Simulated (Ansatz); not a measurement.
ZrSe2:

```
Zr Se
1.0
     3.79800    0.00000    0.00000
    -1.89900    3.28916    0.00000
     0.00000    0.00000    6.19200
Zr Se
1 2
Direct
  0.00000 0.00000 0.00000
  0.66667 0.33333 0.75000
  0.33333 0.66667 0.25000
```

Base run:

```yaml
Program: Ansatz 0.2.0
Functional: PBEsol
Potentials_or_basis: Ansatz PAW
Cutoff: "420 eV (not typed: the program's choice for these potentials)"
k_mesh: 8 × 8 × 5
Occupations: fermi-dirac, width 0.05 eV
Spin: no spin polarisation
```

Its results: band gap on the k mesh 0.36 eV, indirect (least direct gap 1.02 eV); pressure -1.2 GPa; largest force 0.083 eV/Å.

**Question.** The run is repeated on the same cell with these changes: functional from PBEsol to PBE; k mesh from 8 × 8 × 5 to 5 × 5 × 3. What comes out?

**Answer.** Band gap on the k mesh 0.45 eV, indirect (least direct gap 1.03 eV); pressure 2.1 GPa; largest force 0.263 eV/Å.

Several settings changed at once, so the effect can't be laid on one alone.

Caveats: this functional lacks dispersion, which binds the layers, so the pressure and a relaxed spacing across them are unreliable; the PAW data sets come from PBE, with cores solved anew for the run's functional, which leaves a small shift of forces and pressure (some runs); odd divisions of the mesh miss points on the zone boundary, where band edges often lie, so the gap on the mesh can be too wide (some runs).

A k mesh can miss the band edges.
